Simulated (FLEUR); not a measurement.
# AlN (P6_3mc) in FLEUR: notebook, part 2 of 2

FLEUR MaX-R8.1 (later development tree). The steps go on from the part before.

## Step 3: Equation of state, PBE, 10.03 Å³/atom (volume scaled by 0.96)

inp.xml

```xml
<?xml version="1.0" encoding="UTF-8" standalone="no"?>
<fleurInput fleurInputVersion="0.39">
   <comment>
      AlN                                                                                                 
   </comment>
   <calculationSetup>
      <cutoffs Kmax="4.83" Gmax="15.0" GmaxXC="15.0" numbands="0"/>
      <scfLoop itmax="60" minDistance="0.00001" maxIterBroyd="15" imix="Anderson" alpha="0.05" precondParam="0.0" spinf="2.0" sdNocoIR="T"/>
      <coreElectrons ctail="T" frcor="F" kcrel="0" coretail_lmax="0"/>
      <xcFunctional name="pbe" relativisticCorrections="F"/>
      <magnetism jspins="1"/>
      <soc l_soc="F" theta="0.0" phi="0.0" spav="F"/>
      <expertModes spex="0" secvar="F"/>
      <geometryOptimization l_f="F" forcealpha="1.0" forcemix="BFGS" epsdisp="0.0005" epsforce="0.0002"/>
      <ldaU l_linMix="F" mixParam="0.05" spinf="1.0"/>
   </calculationSetup>
   <cell>
      <bzIntegration valenceElectrons="32.0" mode="hist" fermiSmearingEnergy="0.00183747">
         <kPointListSelection listName="default-1"/>
         <!-- k-points included here -->
         <xi:include xmlns:xi="http://www.w3.org/2001/XInclude" href="kpts.xml"> </xi:include>
      </bzIntegration>
      <!-- symmetry operations included here -->
      <xi:include xmlns:xi="http://www.w3.org/2001/XInclude" href="sym.xml"> </xi:include>
      <bulkLattice scale="0.9864848297">
         <bravaisMatrix>
            <row-1>    5.8827174258797994     0.0000000000000000     0.0000000000000000</row-1>
            <row-2>   -2.9413587129398997     5.0945827341332919     0.0000000000000000</row-2>
            <row-3>    0.0000000000000000     0.0000000000000000     9.4127258266325988</row-3>
         </bravaisMatrix>
      </bulkLattice>
   </cell>
   <atomSpecies>
      <species name="Aluminum (Al)" element="Al" atomicNumber="13">
         <mtSphere radius="1.72" gridPoints="585" logIncrement="0.019"/>
         <atomicCutoffs lmax="8" lnonsphr="6"/>
         <electronConfig flipSpins="F">
            <coreConfig>(1s1/2)</coreConfig>
            <valenceConfig>(2s1/2) (2p1/2) (2p3/2) (3s1/2) (3p1/2) (3p3/2)</valenceConfig>
            <stateOccupation state="(3p1/2)" spinUp="0.166667" spinDown="0.166667"/>
            <stateOccupation state="(3p3/2)" spinUp="0.333333" spinDown="0.333333"/>
         </electronConfig>
         <energyParameters s="3" p="3" d="3" f="4"/>
         <lo type="SCLO" l="0" n="2" eDeriv="0"/>
         <lo type="SCLO" l="1" n="2" eDeriv="0"/>
         <lo type="SCLO" l="2" n="3" eDeriv="2"/>
         <lo type="SCLO" l="3" n="4" eDeriv="2"/>
      </species>
      <species name="Nitrogen (N)" element="N" atomicNumber="7">
         <mtSphere radius="1.49" gridPoints="509" logIncrement="0.021"/>
         <atomicCutoffs lmax="8" lnonsphr="6"/>
         <electronConfig flipSpins="F">
            <coreConfig>(1s1/2)</coreConfig>
            <valenceConfig>(2s1/2) (2p1/2) (2p3/2)</valenceConfig>
            <stateOccupation state="(2p1/2)" spinUp="0.500000" spinDown="0.500000"/>
            <stateOccupation state="(2p3/2)" spinUp="1.000000" spinDown="1.000000"/>
         </electronConfig>
         <energyParameters s="2" p="2" d="3" f="4"/>
         <lo type="SCLO" l="0" n="2" eDeriv="2"/>
         <lo type="SCLO" l="1" n="2" eDeriv="2"/>
         <lo type="SCLO" l="2" n="3" eDeriv="2"/>
      </species>
   </atomSpecies>
   <atomGroups>
      <atomGroup species="Aluminum (Al)">
         <relPos label="                   1">-1.000/3.000 1.000/3.000 1.000/2.000</relPos>
         <relPos label="                   2">1.000/3.000 -1.000/3.000 .0000000000</relPos>
         <force calculate="T" relaxXYZ="TTT"/>
      </atomGroup>
      <atomGroup species="Nitrogen (N)">
         <relPos label="                   3">-1.000/3.000 1.000/3.000 -3.000/25.000</relPos>
         <relPos label="                   4">1.000/3.000 -1.000/3.000 .3800000000</relPos>
         <force calculate="T" relaxXYZ="TTT"/>
      </atomGroup>
   </atomGroups>
   <output dos="F" band="F" slice="F">
      <checks vchk="F" cdinf="F"/>
      <bandDOS minEnergy="-.5*Htr" maxEnergy="0.5*Htr" sigma="0.015" storeEVData="T"/>
      <vacuumDOS vacdos="F" integ="F" star="F" nstars="0" locx1="0.0" locy1="0.0" locx2="0.0" locy2="0.0" nstm="0" tworkf="0.0"/>
      <unfoldingBand unfoldBand="F" supercellX="1" supercellY="1" supercellZ="1"/>
      <plotting iplot="0" polar="F">
         <plot TwoD="T" vec1="  1.0  0.0  0.0" vec2="  0.0  1.0  0.0" vec3="  0.0  0.0  1.0" zero="  0.0  0.0  0.0" file="plot"/>
      </plotting>
      <chargeDensitySlicing numkpt="0" minEigenval="0.0" maxEigenval="0.0" nnne="0" pallst="F"/>
      <specialOutput eonly="F"/>
      <moessbauerParams electricFieldGradient="T" isomerShift="T" coreHyperfine="T" valenceHyperfine="T"/>
      <magneticCircularDichroism mcd="F" energyLo="-10.0" energyUp="0.0"/>
   </output>
  <!-- We include the file relax.xml here to enable relaxations (see documentation) -->
  <xi:include xmlns:xi="http://www.w3.org/2001/XInclude" href="relax.xml"> <xi:fallback/> </xi:include>
</fleurInput>
```

Potentials or basis: all-electron, FLAPW.

Command:

```sh
$ inpgen -f crystal.txt -profile fastHighL
$ # inp.xml edited to the form shown
$ fleur_MPI
```

Wall time 3.3 min (1 thread of Arm Neoverse V1, shared host); peak memory 0.08 GiB.

It converged, with:

```
Free energy                                           : -16200.6709 eV
Band gap on the k mesh                                : 4.58 eV, direct
Valence electrons inside the program's atomic spheres : Al 8.57; N 3.76 (radii Al 1.72, N 1.49 bohr)
```

Caveat: the plane-wave cutoff is short for the semicore states, which can make moduli rough.

## Step 4: Equation of state, PBE, 10.24 Å³/atom (volume scaled by 0.98)

Changes to inp.xml since step 3:

```diff
@@ -24,3 +24,3 @@
       <xi:include xmlns:xi="http://www.w3.org/2001/XInclude" href="sym.xml"> </xi:include>
-      <bulkLattice scale="0.9864848297">
+      <bulkLattice scale="0.9932883884">
          <bravaisMatrix>
```

Command:

```sh
$ inpgen -f crystal.txt -profile fastHighL
$ # inp.xml edited to the form shown
$ fleur_MPI
```

Run time: 3.4 min. Hardware: 1 thread of Arm Neoverse V1, shared host; peak memory 0.08 GiB.

Results (log left out):

- Free energy: -16200.7250 eV
- Band gap on the k mesh: 4.40 eV, direct
- Valence electrons inside the program's atomic spheres: Al 8.56; N 3.74 (radii Al 1.72, N 1.49 bohr)

Caveat: the plane-wave cutoff is short for the semicore states, which can make moduli rough.

## Step 5: Equation of state, PBE, 10.45 Å³/atom

Changes to inp.xml since step 4:

```diff
@@ -24,3 +24,3 @@
       <xi:include xmlns:xi="http://www.w3.org/2001/XInclude" href="sym.xml"> </xi:include>
-      <bulkLattice scale="0.9932883884">
+      <bulkLattice scale="1.0000000000">
          <bravaisMatrix>
```

Command:

```sh
$ inpgen -f crystal.txt -profile fastHighL
$ # inp.xml edited to the form shown
$ fleur_MPI
```

Wall time 3.6 min (1 thread of Arm Neoverse V1, shared host); peak memory 0.08 GiB.

Results (log left out):

```
Free energy                                           : -16200.7552 eV
Band gap on the k mesh                                : 4.22 eV, direct
Valence electrons inside the program's atomic spheres : Al 8.55; N 3.72 (radii Al 1.72, N 1.49 bohr)
```

Caveat: the plane-wave cutoff is short for the semicore states, which can make moduli rough.

## Step 6: Equation of state, PBE, 10.66 Å³/atom (volume scaled by 1.02)

Changes to inp.xml since step 5:

```diff
@@ -24,3 +24,3 @@
       <xi:include xmlns:xi="http://www.w3.org/2001/XInclude" href="sym.xml"> </xi:include>
-      <bulkLattice scale="1.0000000000">
+      <bulkLattice scale="1.0066227096">
          <bravaisMatrix>
```

Potentials or basis: all-electron, FLAPW.

Command:

```sh
$ inpgen -f crystal.txt -profile fastHighL
$ # inp.xml edited to the form shown
$ fleur_MPI
```

Run time: 3.7 min. Hardware: 1 thread of Arm Neoverse V1, shared host; peak memory 0.08 GiB.

Results (log left out):

| Quantity | Value |
| --- | --- |
| Free energy | -16200.7635 eV |
| Band gap on the k mesh | 4.05 eV, direct |
| Valence electrons inside the program's atomic spheres | Al 8.54; N 3.71 (radii Al 1.72, N 1.49 bohr) |

Caveat: the plane-wave cutoff is short for the semicore states, which can make moduli rough.

## Step 7: Equation of state, PBE, 10.87 Å³/atom (volume scaled by 1.04)

Changes to inp.xml since step 6:

```diff
@@ -24,3 +24,3 @@
       <xi:include xmlns:xi="http://www.w3.org/2001/XInclude" href="sym.xml"> </xi:include>
-      <bulkLattice scale="1.0066227096">
+      <bulkLattice scale="1.0131594038">
          <bravaisMatrix>
```

Command:

```sh
$ inpgen -f crystal.txt -profile fastHighL
$ # inp.xml edited to the form shown
$ fleur_MPI
```

Wall time 3.9 min (1 thread of Arm Neoverse V1, shared host); peak memory 0.08 GiB.

Results (log left out):

```
Free energy                                           : -16200.7525 eV
Band gap on the k mesh                                : 3.88 eV, direct
Valence electrons inside the program's atomic spheres : Al 8.52; N 3.69 (radii Al 1.72, N 1.49 bohr)
```

Caveat: the plane-wave cutoff is short for the semicore states, which can make moduli rough.

## Step 8: Equation of state, PBE, 11.08 Å³/atom (volume scaled by 1.06)

Changes to inp.xml since step 7:

```diff
@@ -24,3 +24,3 @@
       <xi:include xmlns:xi="http://www.w3.org/2001/XInclude" href="sym.xml"> </xi:include>
-      <bulkLattice scale="1.0131594038">
+      <bulkLattice scale="1.0196128224">
          <bravaisMatrix>
```

Command:

```sh
$ inpgen -f crystal.txt -profile fastHighL
$ # inp.xml edited to the form shown
$ fleur_MPI
```

Wall time 4.2 min (1 thread of Arm Neoverse V1, shared host); peak memory 0.08 GiB.

Results (log left out):

```
Free energy                                           : -16200.7232 eV
Band gap on the k mesh                                : 3.72 eV, direct
Valence electrons inside the program's atomic spheres : Al 8.51; N 3.68 (radii Al 1.72, N 1.49 bohr)
```

Caveat: the plane-wave cutoff is short for the semicore states, which can make moduli rough.

## Step 9: Equation of state, PBE

Potentials or basis: all-electron, FLAPW.

No new run: the results of the series are fitted here.

Results:

```
Equilibrium volume                        : 10.64 Å³/atom
Bulk modulus at fixed shape and positions : 194 GPa
```

Energy against volume, from the lowest point:
| volume (Å³/atom) | energy (meV/atom) |
| --- | --- |
| 9.824 | 43.25 |
| 10.033 | 23.15 |
| 10.242 | 9.63 |
| 10.451 | 2.07 |
| 10.660 | 0.00 |
| 10.869 | 2.75 |
| 11.078 | 10.06 |

Caveat: the plane-wave cutoff is short for the semicore states, which can make moduli rough; the cell was scaled at fixed shape and fractional positions, which overstates the stiffness of a crystal with free parameters, most of all of layers and chains.
